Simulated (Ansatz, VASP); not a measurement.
# Two plane-wave programs on LiF

```xyz
6
Lattice="2.9656 0.0000 0.0000 -1.4828 2.5683 0.0000 0.0000 0.0000 7.3527" Properties=species:S:1:pos:R:3 pbc="T T T"
Li   -0.7414    1.2842    2.4509
Li    1.4828    0.0000    0.0000
Li    0.7414    1.2842    4.9018
F     0.7414    1.2842    1.2254
F    -0.7414    1.2842    6.1272
F     1.4828    0.0000    3.6763
```

Alike in both runs: task single point; functional PBE; k mesh 6 × 6 × 4; occupations gaussian, width 0.1 eV; no spin polarisation.

|  | VASP | Ansatz |
| --- | --- | --- |
| version | VASP 6.6.1 | Ansatz 0.2.0 |
| potentials or method | VASP PAW PBE potentials, release 64 (Li_sv, F) | scalar-relativistic, plane waves, PAW |
| plane-wave cutoff (eV) | 520 | 420 |
| valence electrons in the cell | 30 | 30 |

Ansatz gave:

```
gap on the k mesh at the Fermi level (eV) : 7.81
least direct gap on the mesh (eV)         : 7.81
```

Q: What did VASP give for the same quantities?

A: gap on the k mesh at the Fermi level (eV): 7.80; least direct gap on the mesh (eV): 7.80.

With one functional, cell and mesh, what is left measures potentials, basis and numerics.

 Expect the measured gap to be larger: semilocal functionals such as PBE lack the derivative discontinuity. A k mesh can miss the band edges.
